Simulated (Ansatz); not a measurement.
The system is Ta2N.

```
Ta N
1.0
     3.11286    0.00000    0.00000
    -1.55643    2.69582    0.00000
     0.00000    0.00000    4.86984
Ta N
2 1
Cartesian
  0.0000 1.7972 1.2404
  1.5564 0.8986 3.6294
  0.0000 0.0000 0.0000
```

The cell comes from a database or a generator and needn't be the stable form of this composition.

```yaml
Program: Ansatz 0.2.0
Task: relaxation of cell and atoms
Functional: PBE
Dispersion: D4
Potentials_or_basis: Ansatz PAW
Cutoff: "420 eV (not typed: the program's choice for these potentials)"
k_mesh: 10 × 10 × 6
Occupations: fermi-dirac, width 0.05 eV
Spin: no spin polarisation
```

At the start: volume 13.62 Å³/atom.

Q: How do energy, volume and symmetry change on relaxing?

A: It ends after 7 steps and the volume is 13.38 Å³/atom (-1.8 %); space group P-3m1 (No. 164, to 0.05 Å).

The path:
| step | energy change (eV) | largest force (eV/Å) | volume (Å³) |
| --- | --- | --- | --- |
| 1 | 0.0000 | 0.0236 | 40.87 |
| 2 | -0.0123 | 0.0325 | 40.28 |
| 3 | -0.0131 | 0.0139 | 40.14 |
| 4 | -0.0130 | 0.0044 | 40.15 |
| 5 | -0.0119 | 0.0044 | 40.15 |
| 6 | -0.0119 | 0.0001 | 40.14 |
| 7 | -0.0119 | 0.0001 | 40.14 |

Final structure:
```
Ta N
1.0
     3.08438    0.00000    0.00000
    -1.54219    2.67115    0.00000
     0.00000    0.00000    4.87189
Ta N
2 1
Cartesian
  0.0000 1.7808 1.2467
  1.5422 0.8904 3.6252
  0.0000 0.0000 0.0000
```

Caveat: the plane-wave basis is chosen anew once the cell has moved, so the energies of steps on either side of that aren't comparable; pairwise dispersion overbinds metals, which lowers pressure and volume.
